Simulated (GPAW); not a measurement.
# C (Fd-3m) in GPAW: a series of runs

The runs below take C through band structure, equation of state, with LDA, optB88-vdW.

All numbers are computed with GPAW 26.7.0; they aren't measurements. Logs are shortened: lines on timing, memory, paths and dates and some standing lists are left out, and cuts for length are marked. The log counts tension as positive stress, the text compression.

**Experimental background.**

“Equation of state of cubic boron nitride at high pressures and temperatures”, 2007, arxiv:cond-mat/0702656 quotes, for a bulk crystal of C: bulk modulus 442 ± 5 GPa.

How close the calculation comes is told below.

**1. The structure**

The structure is cubic, space group Fd-3m (No. 227). The conventional cell has a = 3.567 Å, b = 3.567 Å, c = 3.567 Å, α = 90.00°, β = 90.00°, γ = 90.00°. Around C (site symmetry -43m) lie 4 C at 1.54 Å.

This isn't the form of C at room conditions, which is graphite.

**2. Band structure, LDA**

run.py reads:

```python
from ase.dft.bandgap import bandgap
from ase.io import read, write
from ase.units import GPa
from gpaw import GPAW, PW

atoms = read('C.cif')

calc = GPAW(mode=PW(1600),
            xc='LDA',
            kpts={'size': (10, 10, 10), 'gamma': True},
            occupations={'name': 'fermi-dirac', 'width': 0.05},
            setups='hgh',
            nbands=-7,
            convergence={'density': 1e-05, 'energy': 1e-05},
            maxiter=150,
            txt='gpaw.txt')
atoms.calc = calc
energy = atoms.get_potential_energy()
forces = atoms.get_forces()
stress = atoms.get_stress()
calc.write('gs.gpw')
write('result.traj', atoms)
print(f'Energy: {energy:.6f} eV')
print('Forces (eV/A):')
print(forces.round(4))
print('Stress (GPa):', (stress / GPa).round(3))
print('Fermi level:', round(calc.get_fermi_level(), 4), 'eV')
print(f'Gap: {bandgap(calc)[0]:.4f} eV, direct: {bandgap(calc, direct=True)[0]:.4f} eV')

path = atoms.cell.bandpath('GXWKGLUWLK,UX', npoints=60, eps=1e-4)
bs_calc = calc.fixed_density(kpts=path, symmetry='off', nbands=-14,
                             convergence={'bands': 'CBM+6.0', 'eigenstates': 1e-6}, txt='bands.txt')
bs = bs_calc.band_structure()
bs.write('bs.json')
print(f'Gap on the path: {bandgap(bs_calc)[0]:.4f} eV')
```

C.cif reads:

```cif
data_C
_cell_length_a 2.52206604
_cell_length_b 2.52206604
_cell_length_c 2.52206604
_cell_angle_alpha 60.00000000
_cell_angle_beta 60.00000000
_cell_angle_gamma 60.00000000
_space_group_name_H-M_alt 'P1'
_space_group_name_Hall 'P 1'
_space_group_IT_number 1
loop_
_space_group_symop_operation_xyz
'x,y,z'
loop_
_atom_site_label
_atom_site_type_symbol
_atom_site_symmetry_multiplicity
_atom_site_Wyckoff_symbol
_atom_site_fract_x
_atom_site_fract_y
_atom_site_fract_z
_atom_site_occupancy
C1 C 1 a 0.7500000000 0.7500000000 0.7500000000 1
C2 C 1 a 0.5000000000 0.5000000000 0.5000000000 1
```

Potentials or basis: HGH pseudopotentials, pw.

Command:

```
$ OMP_NUM_THREADS=1 python run.py
```

gpaw.txt:

```text
__  _  _
 | _ |_)|_||  |
 |__||  | ||/\| - 26.7.0

Input parameters:
  mode=PW(ecut=1600.0),
  convergence={'density': 1e-05, 'energy': 1e-05},
  kpts=MonkhorstPack(size=(10, 10, 10), gamma=True),
  maxiter=150,
  nbands=-7,
  occupations=Occupations(name='fermi-dirac', width=0.05),
  setups={'default': 'hgh'},
  xc=XC(name='LDA')

Diagonalizing LCAO Hamiltonian
Converting LCAO to pw mode

           C
       C

Atoms  # Å, Bohr magnetons
|   | symbol |        x |        y |        z |    initial magnetic moments |
|---|--------|----------|----------|----------|-----------------------------|
| 0 |      C | 3.783099 | 2.184173 | 1.544444 | ( 0.0000,  0.0000,  0.0000) |
| 1 |      C | 2.522066 | 1.456116 | 1.029629 | ( 0.0000,  0.0000,  0.0000) |

Unit cell  # Å
| periodic |        x |        y |        z |  lengths |    angles |
|----------|----------|----------|----------|----------|-----------|
|      yes | 2.522066 | 0.000000 | 0.000000 | 2.522066 | 60.000000 |
|      yes | 1.261033 | 2.184173 | 0.000000 | 2.522066 | 60.000000 |
|      yes | 1.261033 | 0.728058 | 2.059258 | 2.522066 | 60.000000 |

Number of symmetries: 24
Symmetry operations  # r_c * U_cc + t_c -> r_c
|    | kind |            matrix            |
|----|------|------------------------------|
|  0 |  E   |  1, 0, 0,  0, 1, 0,  0, 0, 1 |
|  1 |  σ   |  1, 0, 0,  0, 0, 1,  0, 1, 0 |
|  2 |  σ   |  1, 0,-1,  0, 1,-1,  0, 0,-1 |
|  3 |  C3  |  1, 0,-1,  0, 0,-1,  0, 1,-1 |
|  4 |  C3  |  1,-1, 0,  0,-1, 1,  0,-1, 0 |
|  5 |  σ   |  1,-1, 0,  0,-1, 0,  0,-1, 1 |
|  6 |  σ   |  0, 1, 0,  1, 0, 0,  0, 0, 1 |
|  7 |  C3  |  0, 1, 0,  0, 0, 1,  1, 0, 0 |
|  8 |  C2  |  0, 1,-1,  1, 0,-1,  0, 0,-1 |
|  9 |  S4  |  0, 1,-1,  0, 0,-1,  1, 0,-1 |
| 10 |  C3  |  0, 0, 1,  1, 0, 0,  0, 1, 0 |
| 11 |  σ   |  0, 0, 1,  0, 1, 0,  1, 0, 0 |
| 12 |  S4  |  0, 0,-1,  1, 0,-1,  0, 1,-1 |
| 13 |  C3  |  0, 0,-1,  0, 1,-1,  1, 0,-1 |
| 14 |  S4  |  0,-1, 1,  1,-1, 0,  0,-1, 0 |
| 15 |  C2  |  0,-1, 1,  0,-1, 0,  1,-1, 0 |
| 16 |  C3  |  0,-1, 0,  1,-1, 0,  0,-1, 1 |
| 17 |  S4  |  0,-1, 0,  0,-1, 1,  1,-1, 0 |
| 18 |  S4  | -1, 1, 0, -1, 0, 1, -1, 0, 0 |
| 19 |  C3  | -1, 1, 0, -1, 0, 0, -1, 0, 1 |
| 20 |  C3  | -1, 0, 1, -1, 1, 0, -1, 0, 0 |
| 21 |  S4  | -1, 0, 1, -1, 0, 0, -1, 1, 0 |
| 22 |  σ   | -1, 0, 0, -1, 1, 0, -1, 0, 1 |
| 23 |  C2  | -1, 0, 0, -1, 0, 1, -1, 1, 0 |

BZ-sampling:
  Number of BZ points: 1000
  Number of IBZ points: 47

  Monkhorst-Pack size: [10, 10, 10]
  Monkhorst-Pack shift: [0.05, 0.05, 0.05]

K-points  # in reciprocal-cell coordinates
|     |                                coordinates |     weight |
|-----|--------------------------------------------|------------|
|   0 | (  0.00000000,   0.00000000,   0.00000000) | 0.00100000 |
|   1 | (  0.10000000,   0.10000000,   0.00000000) | 0.00600000 |
|   2 | (  0.10000000,   0.10000000,   0.10000000) | 0.00800000 |
|   3 | (  0.20000000,   0.10000000,   0.10000000) | 0.01200000 |
|   4 | (  0.20000000,   0.20000000,   0.00000000) | 0.00600000 |
|   5 | (  0.20000000,   0.20000000,   0.10000000) | 0.02400000 |
|   6 | (  0.20000000,   0.20000000,   0.20000000) | 0.00800000 |
|   7 | (  0.30000000,   0.20000000,   0.10000000) | 0.02400000 |
|   8 | (  0.30000000,   0.20000000,   0.20000000) | 0.02400000 |
|   9 | (  0.30000000,   0.30000000,   0.00000000) | 0.00600000 |
| ... |                                            |            |
|  46 | (  0.50000000,   0.50000000,   0.50000000) | 0.00400000 |

Plane wave coefficients: 1676
Cutoff: 1600.0 eV

Spin-components: 1 (collinear spins)
Bands:           11
Projectors:      4
Spin-degeneracy: 2
Datatype:        complex128

Parallelization:
  kpt:    1
  domain: 1
  band:   1

Density:
  Valence electrons: 8.0
  Components: 1
  Grid points: [24 24 24]
  Charge: 0.0  # |e|

Potential:
  Grid points: [24 24 24]

species:
  HGH setup for C
      Valence Z=4, rloc=0.34883
      Local part coeffs: -8.51377, 1.22843
      Projectors:
          l=0, rc=0.30455
          l=1, rc=0.23268
      Diagonal coefficients of nonlocal parts:
          l=0:  9.52284
          l=1:  0.00000

    LCAO basis set for C:
      Name: atompaw.sz
      This basis set was not loaded from a file
      Number of radial functions: 2
      Number of spherical harmonics: 4
        l=0, rc=8.9500 Bohr: 1s e=-0.501 f=2.000
        l=1, rc=8.9500 Bohr: 1p e=-0.199 f=2.000
      Number of RI-basis functions 0

Reference energy: 0.000000  # eV

eigensolver:
  PPCG
  Converge bands: occupied
  niter=2

density mixing:
  MSR1-Mixer
  Pratt-step length: 0.05
  Maximum mixing coefficient: 0.75
  Old densities: 10
  SVD Regularization: 0.005
  Good broyden scale: 1.0
  Trust region scale: 1.0
  Backstep threshold: 4.0
  History deletion threshold: 6.0
  Fourier metric: weight=20.0, sigma=0.015

occupation numbers:
  Fermi-Dirac:
    width: 0.0500  # eV

poisson solver:
  ecut: 12800.0  # eV

xc functional:
  name: None

convergence criteria:
- Maximum integral of absolute [dens]ity change: 1e-05 electrons / valence electron
- Maximum [total energy] change in last 3 cyles: 1e-05 eV / valence electron
- Maximum integral of absolute [eigenst]ate change: 4e-08 eV^2 / valence electron
maximum number of iterations: 150

SCF iterations
|iter     | |      energy | eigst |  dens |
|---------|-|-------------|-------|-------|
|iter:   1| | -311.895842 | +0.61 |       |
|iter:   2| | -311.812650 | -1.39 | -0.79 |
|iter:   3| | -311.180708 | -1.18 | -0.82 |
|iter:   4| | -311.159954 | -2.30 | -1.47 |
|iter:   5| | -311.159335 | -4.17 | -2.16 |
|iter:   6| | -311.159334 | -6.42 | -3.46 |
|iter:   7| | -311.159334c| -8.27c| -3.98 |
|iter:   8| | -311.159334c| -8.96c| -5.20c|

Converged in 8 steps
Energy contributions relative to reference atoms: (reference = 0.000000)

Energy contributions:
  Kinetic:         262.860496
  Coulomb:        -440.831791
  Zero:            -37.021532
  External:          0.000000
  Xc:              -96.166506
  Entropy:          -0.000000
  Spinorbit:         0.000000
  ----------------------------
  Free energy:    -311.159334
  Extrapolated:   -311.159334

dipole moment: (3.010098, 1.737881, 1.228867)  # |e|*Ang

Fermi level: 12.951
Eigenvalues  # (at kpt = [0.000, 0.000, 0.000])
| band index |      eig [eV] | occ [0-2] |
|------------|---------------|-----------|
|          0 |       -10.418 |     2.000 |
|          1 |        10.906 |     2.000 |
|          2 |        10.906 |     2.000 |
|          3 |        10.906 |     2.000 |
|          4 |        16.462 |     0.000 |
|          5 |        16.462 |     0.000 |
|          6 |        16.462 |     0.000 |
|          7 |        24.382 |     0.000 |
|          8 |        29.892 |     0.000 |
|          9 |        37.760 |     0.000 |
|         10 |        38.211 |     0.000 |

Gap: 4.154 eV
Transition (v -> c):
  (s=0, k=0, n=3, [0.00, 0.00, 0.00]) -> (s=0, k=24, n=4, [0.40, 0.40, 0.00])
Direct/indirect transitions are different
Direct gap: 5.556 eV
Transition at: (s=0, k=0, n=3, [0.00, 0.00, 0.00])

Forces  # eV/Ang
|        x |        y |       z |
|----------|----------|---------|
| -0.00000 | -0.00000 | 0.00000 |  # C    0
| -0.00000 |  0.00000 | 0.00000 |  # C    1

Stress tensor  # eV/Ang^3
|        x |         y |         z |
|----------|-----------|-----------|
| 0.092731 | -0.000000 | -0.000000 |
| 0.000000 |  0.092731 | -0.000000 |
| 0.000000 | -0.000000 |  0.092731 |

# Writing to gs.gpw (mode='')
```

Run time: 32 s. Hardware: 1 thread of Arm Neoverse V1, shared host; peak memory 0.23 GiB.

What came out:

```
Free energy             : -311.1593 eV
Pressure                : -14.9 GPa
Band gap on the k mesh  : 4.15 eV, indirect (least direct gap 5.56 eV)
Band gap along the path : 4.12 eV, indirect (least direct gap 5.56 eV)
```

Levels at the corners of the path, in eV from the valence-band top:
| point | band 2 | band 3 | band 4 | band 5 | band 6 | band 7 |
| --- | --- | --- | --- | --- | --- | --- |
| Γ | 0.00 | 0.00 | 0.00 | 5.56 | 5.56 | 5.56 |
| X | -12.61 | -6.29 | -6.29 | 4.73 | 4.73 | 16.64 |
| W | -11.78 | -8.35 | -8.35 | 10.47 | 10.47 | 12.32 |
| K | -11.58 | -9.35 | -5.35 | 5.64 | 10.67 | 14.24 |
| Γ | 0.00 | 0.00 | 0.00 | 5.56 | 5.56 | 5.56 |
| L | -13.35 | -2.79 | -2.79 | 8.40 | 8.40 | 8.99 |
| U | -11.58 | -9.35 | -5.35 | 5.64 | 10.67 | 14.24 |
| W | -11.78 | -8.35 | -8.35 | 10.47 | 10.47 | 12.32 |
| L | -13.35 | -2.79 | -2.79 | 8.40 | 8.40 | 8.99 |
| K | -11.58 | -9.35 | -5.35 | 5.64 | 10.67 | 14.24 |
| U | -11.58 | -9.35 | -5.35 | 5.64 | 10.67 | 14.24 |
| X | -12.61 | -6.29 | -6.29 | 4.73 | 4.73 | 16.64 |

Caveat: HGH potentials are hard and often keep d shells in the core, so these values are rough.

(Part 1 of 3 ends here.)
